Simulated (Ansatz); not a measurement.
Wires are cut from relaxed bulk Cd (P6_3/mmc, 22.94 Å³/atom, gap on the mesh 0.00 eV); atoms and period are relaxed, and energies count from that bulk.

Level of theory: DFT PBE, scalar-relativistic, plane waves, PAW (Ansatz).

Plane waves to 420 eV, a k mesh through Γ of 1×1×6 on the computed 6-atom cell and Gaussian smearing (0.05 eV); no spin polarisation.

Start ([001] wire, 6 host atoms a period):

```
CELL_PARAMETERS angstrom
13.50000 0.00000 0.00000
0.00000 13.70000 0.00000
0.00000 0.00000 5.82765
ATOMIC_POSITIONS crystal
Cd 0.44417 0.34118 0.25000
Cd 0.33251 0.53176 0.25000
Cd 0.55583 0.53176 0.25000
Cd 0.44417 0.46824 0.75000
Cd 0.66749 0.46824 0.75000
Cd 0.55583 0.65882 0.75000
```

Task: Give the relaxed structure and its energy.

Result: The free energy falls by 64 meV/atom. It ends far from its start (an atom moved by over half a bond, or the period changed much).

| Quantity | Value |
| --- | --- |
| excess energy (eV per host atom) | 0.456 |
| line energy (eV/Å) | 0.571 |
| period (Å) | 4.789 |
| gap on the mesh (eV) | 0 |
| highest filled level or Fermi level under vacuum (eV) | 3.57 |

Relaxed structure:
```
CELL_PARAMETERS angstrom
13.50000 0.00000 0.00000
0.00000 13.70000 0.00000
0.00000 0.00000 4.78942
ATOMIC_POSITIONS crystal
Cd 0.42696 0.32426 0.25000
Cd 0.30776 0.51667 0.25000
Cd 0.56126 0.53656 0.25000
Cd 0.43874 0.46344 0.75000
Cd 0.69224 0.48333 0.75000
Cd 0.57304 0.67574 0.75000
```

Each run keeps its start's symmetry and one magnetic start, so lower states can exist.

It took 56 s on 4 threads of Intel(R) Xeon(R) Platinum 8488C (Sapphire Rapids) (shared host), peak memory 1.7 GiB.